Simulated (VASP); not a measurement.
TaN: relaxation of cell and atoms with LDA

Crystal: TaN.

```xyz
4
Lattice="2.9218 0.0000 0.0000 -1.4609 2.5303 0.0000 0.0000 0.0000 5.9165" Properties=species:S:1:pos:R:3 pbc="T T T"
Ta    0.0000    0.0000    2.9583
Ta    0.0000    0.0000    0.0000
N     0.0000    1.6869    1.4791
N     1.4609    0.8434    4.4374
```

The cell comes from a database or a generator and needn't be the stable form of this composition.

```json
{
 "Program": "VASP 6.6.1",
 "Task": "relaxation of cell and atoms",
 "Functional": "LDA",
 "Potentials or basis": "VASP PAW LDA potentials, release 64 (Ta_pv, N)",
 "Cutoff": "600 eV",
 "k mesh": "7 × 7 × 4",
 "Occupations": "fermi-dirac, width 0.05 eV",
 "Spin": "no spin polarisation",
 "Target pressure": "30 GPa",
 "Further INCAR settings": "ALGO = Normal; EDIFF = 1e-06; IBRION = 2; EDIFFG = -0.02; NSW = 40; ISIF = 3"
}
```

```yaml
Relaxed_volume: 9.74 Å³/atom
Relaxed_cell: a = 2.802 Å, b = 2.802 Å, c = 5.730 Å, α = 90.00°, β = 90.00°, γ = 120.00°
Space_group_after_relaxing_to_0.05_Å: P6_3/mmc (No. 194)
Energy_change_on_relaxing_the_enthalpy_is_what_falls: +37.6 meV/atom
Ionic_steps: 7
Pressure_after_relaxing: 30.0 GPa
Band_gap_on_the_k_mesh: none (metal or under the smearing width)
```

Step by step:
```csv
step,energy change (eV),largest force (eV/Å),pressure (GPa),volume (Å³)
1,0.0000,0.0000,-15.36,43.74
2,13.1813,0.0000,420.02,26.92
3,0.0371,0.0000,21.50,39.70
4,0.1046,0.0000,26.89,39.25
5,0.1488,0.0000,30.01,39.00
6,0.1631,0.0000,30.10,38.92
7,0.1505,0.0000,30.02,38.96
```

Final structure:
```yaml
crystal:
  lattice:
    - [2.80175, 0.00000, 0.00000]
    - [-1.40088, 2.42639, 0.00000]
    - [0.00000, 0.00000, 5.73043]
  atoms:
    - { symbol: Ta, position: [0.00000, 0.00000, 0.50000] }
    - { symbol: Ta, position: [0.00000, 0.00000, 0.00000] }
    - { symbol: N, position: [0.33333, 0.66667, 0.25000] }
    - { symbol: N, position: [0.66667, 0.33333, 0.75000] }
```

Levels at points of the mesh, in eV from the Fermi level:
```tsv
k point	band 14	band 15	band 16	band 17	band 18	band 19
(0.00, 0.00, 0.00)	-1.90	-1.90	-0.21	-0.21	0.75	0.75
(0.00, 0.00, 0.50)	-4.05	-0.70	-0.70	1.24	1.24	1.24
```

It took 63 s on 1 thread of Intel(R) Xeon(R) Platinum 8488C (Sapphire Rapids) (shared host), peak memory 0.17 GiB.

Caveat: the cell is relaxed towards a set pressure, so the enthalpy falls and the energy may rise. The run has no spin-orbit coupling, so splittings on Ta are missing.
